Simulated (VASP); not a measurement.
All values below come from LDA (Ceperley-Alder, Perdew-Zunger), VASP's LDA PAW potentials (set 64) (plane waves; VASP).

VASP input:

**INCAR**
```
SYSTEM = Li2O
PREC = Accurate
ENCUT = 520
EDIFF = 1E-7
NELM = 100
ALGO = Normal
LREAL = .FALSE.
LASPH = .TRUE.
ISMEAR = 0
SIGMA = 0.05
LWAVE = .FALSE.
LCHARG = .FALSE.
LORBIT = 11
ICHARG = 11
```

### POSCAR
```
Li2O
1
    0.0000000000     2.2489519115     2.2489519115
    2.2489519115     0.0000000000     2.2489519115
    2.2489519115     2.2489519115     0.0000000000
Li O
2 1
Direct
  0.2500000000   0.2500000000   0.2500000000
  0.7500000000   0.7500000000   0.7500000000
  0.0000000000   0.0000000000   0.0000000000
```

File KPOINTS:
```
k-points along high-symmetry lines
15
Line-mode
Reciprocal
  0.000000   0.000000   0.000000 ! GAMMA
  0.500000   0.000000   0.500000 ! X

  0.500000   0.000000   0.500000 ! X
  0.625000   0.250000   0.625000 ! U

  0.375000   0.375000   0.750000 ! K
  0.000000   0.000000   0.000000 ! GAMMA

  0.000000   0.000000   0.000000 ! GAMMA
  0.500000   0.500000   0.500000 ! L

  0.500000   0.500000   0.500000 ! L
  0.500000   0.250000   0.750000 ! W

  0.500000   0.250000   0.750000 ! W
  0.500000   0.000000   0.500000 ! X
```

POTCAR, in this order: Li_sv O (LDA.64 set). Program: vasp_std. Read from the step before: CHGCAR.

What VASP printed:

OSZICAR:
```
       N       E                     dE             d eps       ncg     rms          rms(c)
DAV:   1     0.371669592635E+02    0.37167E+02   -0.62083E+03  1808   0.130E+03
DAV:   2    -0.108503078775E+02   -0.48017E+02   -0.45259E+02  2294   0.223E+02
DAV:   3    -0.150381758382E+02   -0.41879E+01   -0.41687E+01  2928   0.567E+01
DAV:   4    -0.151093134360E+02   -0.71138E-01   -0.71041E-01  2466   0.733E+00
DAV:   5    -0.151097637351E+02   -0.45030E-03   -0.45026E-03  2534   0.546E-01
DAV:   6    -0.151097687150E+02   -0.49799E-05   -0.49797E-05  2468   0.421E-02
DAV:   7    -0.151097687555E+02   -0.40445E-07   -0.40442E-07  2498   0.341E-03
   1 F= -.15109769E+02 E0= -.15109769E+02  d E =-.940179E-14
```

File OUTCAR:
```
 val. band max:        1.6008864204   @ k =   0.0000   0.0000   0.0000

 cond. band min:       6.5361852498   @ k =   0.5000   0.0000   0.5000



 k-point     1 :       0.0000    0.0000    0.0000
  band No.  band energies     occupation
      1     -40.1694      2.00000
      2     -39.6946      2.00000
      3     -13.6277      2.00000
      4       1.6009      2.00000
      5       1.6009      2.00000
      6       1.6009      2.00000
      7       7.4725      0.00000
      8      13.6256      0.00000
      9      13.6256      0.00000
     10      13.6256      0.00000

 k-point     2 :       0.0357    0.0000    0.0357
  band No.  band energies     occupation
      1     -40.1670      2.00000
      2     -39.6963      2.00000
      3     -13.6245      2.00000
      4       1.5624      2.00000
      5       1.5777      2.00000
      6       1.5777      2.00000
      7       7.5174      0.00000
      8      13.6423      0.00000
      9      13.6423      0.00000
     10      13.6676      0.00000

 k-point     3 :       0.0714    0.0000    0.0714
  band No.  band energies     occupation
      1     -40.1601      2.00000
      2     -39.7012      2.00000
      3     -13.6149      2.00000
      4       1.4536      2.00000
      5       1.5099      2.00000
      6       1.5099      2.00000
      7       7.6398      0.00000
      8      13.6928      0.00000
      9      13.6928      0.00000
     10      13.7928      0.00000

 k-point     4 :       0.1071    0.0000    0.1071
  band No.  band energies     occupation
      1     -40.1488      2.00000
      2     -39.7090      2.00000
      3     -13.5995      2.00000
      4       1.2920      2.00000
      5       1.4028      2.00000
      6       1.4028      2.00000
      7       7.8073      0.00000
      8      13.7776      0.00000
      9      13.7776      0.00000
     10      13.9990      0.00000

 k-point     5 :       0.1429    0.0000    0.1429
  band No.  band energies     occupation
...
```

The density is held fixed in this step, so its total energy and stress have no physical meaning.

The compound is Li2O in the antifluorite structure. It was relaxed first, which changed the volume by -8 %.
